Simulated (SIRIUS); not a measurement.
Input of a SIRIUS 7.12.0 run:

sirius.json

```json
{
  "control": {
    "processing_unit": "cpu",
    "std_evp_solver_name": "lapack",
    "gen_evp_solver_name": "lapack",
    "verbosity": 2,
    "print_forces": true,
    "ortho_rf": true,
    "use_second_variation": true,
    "rmt_max": 3.0,
    "num_bands_to_print": 23,
    "save_wf": true
  },
  "parameters": {
    "electronic_structure_method": "full_potential_lapwlo",
    "xc_functionals": ["XC_GGA_X_PBE", "XC_GGA_C_PBE"],
    "core_relativity": "none",
    "valence_relativity": "none",
    "num_fv_states": 23,
    "smearing": "fermi_dirac",
    "smearing_width": 0.0018374661,
    "pw_cutoff": 24,
    "gk_cutoff": 4.56,
    "lmax_apw": 12,
    "lmax_rho": 8,
    "lmax_pot": 8,
    "num_mag_dims": 1,
    "auto_rmt": 0,
    "ngridk": [11, 11, 11],
    "shiftk": [0, 0, 0],
    "num_dft_iter": 80,
    "energy_tol": 1e-07,
    "density_tol": 1e-05,
    "use_symmetry": true
  },
  "settings": {"tol_ne": 1e-10},
  "iterative_solver": {"type": "exact"},
  "mixer": {"type": "anderson", "beta": 0.4, "max_history": 8},
  "unit_cell": {
    "lattice_vectors": [[0.0, 4.0279512346, 4.0279512346], [4.0279512346, 0.0, 4.0279512346], [4.0279512346, 4.0279512346, 0.0]],
    "atom_types": ["Co", "O"],
    "atom_files": {"Co": "Co.json", "O": "O.json"},
    "atoms": {"Co": [[0.0, 0.0, 0.0, 0.0, 0.0, 2.0]], "O": [[0.5, 0.5, 0.5, 0.0, 0.0, 0.0]]}
  }
}
```

Contents of Co.json:

```json
{
  "name": "cobalt",
  "symbol": "Co",
  "number": 27,
  "mass": 58.933195,
  "rmin": 1e-06,
  "rmt": 2.38,
  "nrmt": 800,
  "rinf": 15.25,
  "core": "1s2s2p",
  "valence": [
    {"basis": [{"enu": 0.06, "dme": 0, "n": 0, "auto": 0}, {"enu": 0.06, "dme": 1, "n": 0, "auto": 0}]},
    {"l": 0, "n": 1, "basis": [{"enu": 0.16, "dme": 0, "n": 0, "auto": 0}]},
    {"l": 1, "n": 2, "basis": [{"enu": 0.16, "dme": 0, "n": 0, "auto": 0}]},
    {"l": 2, "n": 3, "basis": [{"enu": 0.1582, "dme": 0, "n": 0, "auto": 0}]},
    {"l": 3, "n": 4, "basis": [{"enu": 0.16, "dme": 0, "n": 0, "auto": 0}]}
  ],
  "lo": [
    {"l": 0, "basis": [{"enu": 0.16, "dme": 0, "n": 0, "auto": 0}, {"enu": 0.16, "dme": 1, "n": 0, "auto": 0}]},
    {
      "l": 0,
      "basis": [{"enu": -3.3675, "dme": 0, "n": 3, "auto": 1}, {"enu": -3.3675, "dme": 1, "n": 3, "auto": 1}]
    },
    {
      "l": 0,
      "basis": [{"enu": -3.3675, "dme": 1, "n": 3, "auto": 1}, {"enu": 0.16, "dme": 0, "n": 0, "auto": 0}]
    },
    {"l": 0, "basis": [{"enu": 0.16, "dme": 0, "n": 0, "auto": 0}, {"enu": 2.9847, "dme": 0, "n": 0, "auto": 0}]},
    {"l": 1, "basis": [{"enu": 0.16, "dme": 0, "n": 0, "auto": 0}, {"enu": 0.16, "dme": 1, "n": 0, "auto": 0}]},
    {
      "l": 1,
      "basis": [{"enu": -2.0371, "dme": 0, "n": 3, "auto": 1}, {"enu": -2.0371, "dme": 1, "n": 3, "auto": 1}]
    },
    {
      "l": 1,
      "basis": [{"enu": -2.0371, "dme": 1, "n": 3, "auto": 1}, {"enu": 0.16, "dme": 0, "n": 0, "auto": 0}]
    },
    {"l": 1, "basis": [{"enu": 0.16, "dme": 0, "n": 0, "auto": 0}, {"enu": 3.4084, "dme": 0, "n": 0, "auto": 0}]},
    {
      "l": 2,
      "basis": [{"enu": 0.1582, "dme": 0, "n": 0, "auto": 0}, {"enu": 0.1582, "dme": 1, "n": 0, "auto": 0}]
    },
    {
      "l": 2,
      "basis": [{"enu": 0.1582, "dme": 1, "n": 0, "auto": 0}, {"enu": 0.1582, "dme": 2, "n": 0, "auto": 0}]
    },
    {
      "l": 2,
      "basis": [{"enu": 0.1582, "dme": 0, "n": 0, "auto": 0}, {"enu": 2.9122, "dme": 0, "n": 0, "auto": 0}]
    },
    {"l": 3, "basis": [{"enu": 0.16, "dme": 0, "n": 0, "auto": 0}, {"enu": 0.16, "dme": 1, "n": 0, "auto": 0}]},
    {"l": 3, "basis": [{"enu": 0.16, "dme": 0, "n": 0, "auto": 0}, {"enu": 3.2318, "dme": 0, "n": 0, "auto": 0}]}
  ],
  "free_atom": [... radial grid and density of the free atom, the start of the SCF ...]
}
```

O.json

```json
{
  "name": "oxygen",
  "symbol": "O",
  "number": 8,
  "mass": 15.9994,
  "rmin": 1e-06,
  "rmt": 1.58,
  "nrmt": 800,
  "rinf": 11.55,
  "core": "1s",
  "valence": [
    {"basis": [{"enu": 0.06, "dme": 0, "n": 0, "auto": 0}, {"enu": 0.06, "dme": 1, "n": 0, "auto": 0}]},
    {"l": 0, "n": 1, "basis": [{"enu": -0.0571, "dme": 0, "n": 0, "auto": 0}]},
    {"l": 1, "n": 2, "basis": [{"enu": 0.16, "dme": 0, "n": 0, "auto": 0}]},
    {"l": 2, "n": 3, "basis": [{"enu": 0.16, "dme": 0, "n": 0, "auto": 0}]},
    {"l": 3, "n": 4, "basis": [{"enu": 0.16, "dme": 0, "n": 0, "auto": 0}]}
  ],
  "lo": [
    {
      "l": 0,
      "basis": [{"enu": -0.0571, "dme": 0, "n": 0, "auto": 0}, {"enu": -0.0571, "dme": 1, "n": 0, "auto": 0}]
    },
    {
      "l": 0,
      "basis": [{"enu": -0.0571, "dme": 1, "n": 0, "auto": 0}, {"enu": -0.0571, "dme": 2, "n": 0, "auto": 0}]
    },
    {
      "l": 0,
      "basis": [{"enu": -0.0571, "dme": 0, "n": 0, "auto": 0}, {"enu": 4.7498, "dme": 0, "n": 0, "auto": 0}]
    },
    {"l": 1, "basis": [{"enu": 0.16, "dme": 0, "n": 0, "auto": 0}, {"enu": 0.16, "dme": 1, "n": 0, "auto": 0}]},
    {"l": 1, "basis": [{"enu": 0.16, "dme": 1, "n": 0, "auto": 0}, {"enu": 0.16, "dme": 2, "n": 0, "auto": 0}]},
    {"l": 1, "basis": [{"enu": 0.16, "dme": 0, "n": 0, "auto": 0}, {"enu": 5.688, "dme": 0, "n": 0, "auto": 0}]},
    {"l": 2, "basis": [{"enu": 0.16, "dme": 0, "n": 0, "auto": 0}, {"enu": 0.16, "dme": 1, "n": 0, "auto": 0}]},
    {"l": 2, "basis": [{"enu": 0.16, "dme": 1, "n": 0, "auto": 0}, {"enu": 0.16, "dme": 2, "n": 0, "auto": 0}]},
    {"l": 2, "basis": [{"enu": 0.16, "dme": 0, "n": 0, "auto": 0}, {"enu": 6.409, "dme": 0, "n": 0, "auto": 0}]},
    {"l": 3, "basis": [{"enu": 0.16, "dme": 0, "n": 0, "auto": 0}, {"enu": 0.16, "dme": 1, "n": 0, "auto": 0}]}
  ],
  "free_atom": [... radial grid and density of the free atom, the start of the SCF ...]
}
```

The input sirius_start.json:

```json
{
  "control": {
    "processing_unit": "cpu",
    "std_evp_solver_name": "lapack",
    "gen_evp_solver_name": "lapack",
    "verbosity": 1,
    "print_forces": false,
    "ortho_rf": true,
    "use_second_variation": true,
    "rmt_max": 3.0,
    "num_bands_to_print": 23,
    "save_wf": false
  },
  "parameters": {
    "electronic_structure_method": "full_potential_lapwlo",
    "xc_functionals": ["XC_LDA_X", "XC_LDA_C_PW"],
    "core_relativity": "none",
    "valence_relativity": "none",
    "num_fv_states": 23,
    "smearing": "fermi_dirac",
    "smearing_width": 0.0055123983,
    "pw_cutoff": 24,
    "gk_cutoff": 3.65,
    "lmax_apw": 12,
    "lmax_rho": 8,
    "lmax_pot": 8,
    "num_mag_dims": 1,
    "auto_rmt": 0,
    "ngridk": [4, 4, 4],
    "shiftk": [0, 0, 0],
    "num_dft_iter": 30,
    "energy_tol": 0.01,
    "density_tol": 0.05,
    "use_symmetry": true
  },
  "settings": {"tol_ne": 1e-10},
  "iterative_solver": {"type": "exact"},
  "mixer": {"type": "anderson", "beta": 0.4, "max_history": 8},
  "unit_cell": {
    "lattice_vectors": [[0.0, 4.0279512346, 4.0279512346], [4.0279512346, 0.0, 4.0279512346], [4.0279512346, 4.0279512346, 0.0]],
    "atom_types": ["Co", "O"],
    "atom_files": {"Co": "Co.json", "O": "O.json"},
    "atoms": {"Co": [[0.0, 0.0, 0.0, 0.0, 0.0, 2.0]], "O": [[0.5, 0.5, 0.5, 0.0, 0.0, 0.0]]}
  }
}
```

The input sirius_bands.json:

```json
{
  "control": {
    "processing_unit": "cpu",
    "std_evp_solver_name": "lapack",
    "gen_evp_solver_name": "lapack",
    "verbosity": 2,
    "print_forces": true,
    "ortho_rf": true,
    "use_second_variation": true,
    "rmt_max": 3.0,
    "num_bands_to_print": 23,
    "save_wf": true
  },
  "parameters": {
    "electronic_structure_method": "full_potential_lapwlo",
    "xc_functionals": ["XC_GGA_X_PBE", "XC_GGA_C_PBE"],
    "core_relativity": "none",
    "valence_relativity": "none",
    "num_fv_states": 23,
    "smearing": "fermi_dirac",
    "smearing_width": 0.0018374661,
    "pw_cutoff": 24,
    "gk_cutoff": 4.56,
    "lmax_apw": 12,
    "lmax_rho": 8,
    "lmax_pot": 8,
    "num_mag_dims": 1,
    "auto_rmt": 0,
    "ngridk": [11, 11, 11],
    "shiftk": [0, 0, 0],
    "num_dft_iter": 80,
    "energy_tol": 1e-07,
    "density_tol": 1e-05,
    "use_symmetry": true
  },
  "settings": {"tol_ne": 1e-10},
  "iterative_solver": {"type": "exact"},
  "mixer": {"type": "anderson", "beta": 0.4, "max_history": 8},
  "unit_cell": {
    "lattice_vectors": [[0.0, 4.0279512346, 4.0279512346], [4.0279512346, 0.0, 4.0279512346], [4.0279512346, 4.0279512346, 0.0]],
    "atom_types": ["Co", "O"],
    "atom_files": {"Co": "Co.json", "O": "O.json"},
    "atoms": {"Co": [[0.0, 0.0, 0.0, 0.0, 0.0, 2.0]], "O": [[0.5, 0.5, 0.5, 0.0, 0.0, 0.0]]}
  },
  "kpoints_rel": {
    "G": [0.0, 0.0, 0.0],
    "K": [0.375, 0.375, 0.75],
    "L": [0.5, 0.5, 0.5],
    "U": [0.625, 0.25, 0.625],
    "W": [0.5, 0.25, 0.75],
    "X": [0.5, 0.0, 0.5]
  },
  "kpoints_path": ["G", "X", "W", "K", "G", "L", "U", "W", "L", "K"]
}
```

Potentials or basis: all-electron FP-LAPW (no relativity for the valence, core without relativity), apw+lo standard.

Run with:

```console
$ OMP_NUM_THREADS=1 sirius.scf --input=sirius_start.json --output=start.json
$ OMP_NUM_THREADS=1 sirius.scf --input=sirius.json --output=output.json --task=1
$ OMP_NUM_THREADS=1 sirius.scf --input=sirius_bands.json --output=bands_out.json --task=2
```

Q: Estimate the band gap along the path.

A: None (metal or under the smearing width).

Q: Predict the net moment.

A: 2.87 μB per cell.

Q: Estimate the site moments.

A: Co +2.55; O +0.29 μB.

Levels at the corners of the path, in eV from the Fermi level:
Spin up:
| point | band 10 | band 11 | band 12 | band 13 | band 14 | band 15 | band 16 | band 17 |
| --- | --- | --- | --- | --- | --- | --- | --- | --- |
| Γ | -3.05 | -3.02 | -3.02 | -3.02 | 1.29 | 16.88 | 18.09 | 18.09 |
| X | -2.88 | -2.38 | -2.03 | -2.03 | 6.31 | 9.92 | 11.68 | 15.89 |
| W | -2.24 | -2.24 | -2.03 | -1.28 | 8.50 | 10.09 | 10.09 | 12.88 |
| K | -2.15 | -1.99 | -1.89 | -1.25 | 7.83 | 9.79 | 9.90 | 15.22 |
| Γ | -3.05 | -3.02 | -3.02 | -3.02 | 1.29 | 16.88 | 18.09 | 18.09 |
| L | -2.31 | -1.75 | 0.15 | 0.15 | 5.20 | 9.60 | 13.59 | 13.59 |
| U | -2.15 | -1.99 | -1.89 | -1.25 | 7.83 | 9.79 | 9.90 | 15.22 |
| W | -2.24 | -2.24 | -2.03 | -1.28 | 8.50 | 10.09 | 10.09 | 12.88 |
| L | -2.31 | -1.75 | 0.15 | 0.15 | 5.20 | 9.60 | 13.59 | 13.59 |
| K | -2.15 | -1.99 | -1.89 | -1.25 | 7.83 | 9.79 | 9.90 | 15.22 |
Spin down:
| point | band 7 | band 8 | band 9 | band 10 | band 11 | band 12 | band 13 | band 14 |
| --- | --- | --- | --- | --- | --- | --- | --- | --- |
| Γ | -2.51 | -2.51 | -1.09 | -1.09 | -1.09 | 0.06 | 0.06 | 1.82 |
| X | -3.75 | -3.75 | -2.19 | 0.12 | 0.12 | 0.52 | 0.98 | 7.16 |
| W | -5.50 | -4.91 | -0.38 | -0.38 | 0.12 | 0.87 | 1.64 | 9.38 |
| K | -5.51 | -4.22 | -0.99 | -0.03 | 0.14 | 1.12 | 1.59 | 8.63 |
| Γ | -2.51 | -2.51 | -1.09 | -1.09 | -1.09 | 0.06 | 0.06 | 1.82 |
| L | -4.57 | -4.57 | -0.13 | -0.13 | 0.18 | 2.69 | 2.69 | 5.50 |
| U | -5.51 | -4.22 | -0.99 | -0.03 | 0.14 | 1.12 | 1.59 | 8.63 |
| W | -5.50 | -4.91 | -0.38 | -0.38 | 0.12 | 0.87 | 1.64 | 9.38 |
| L | -4.57 | -4.57 | -0.13 | -0.13 | 0.18 | 2.69 | 2.69 | 5.50 |
| K | -5.51 | -4.22 | -0.99 | -0.03 | 0.14 | 1.12 | 1.59 | 8.63 |

Caveat: relativity is left out for the core states; a cell with one magnetic atom can't hold antiferromagnetic order, which such compounds often take; semilocal functionals often make such compounds metallic where correlation or magnetic order opens a gap, which also shifts bond lengths.
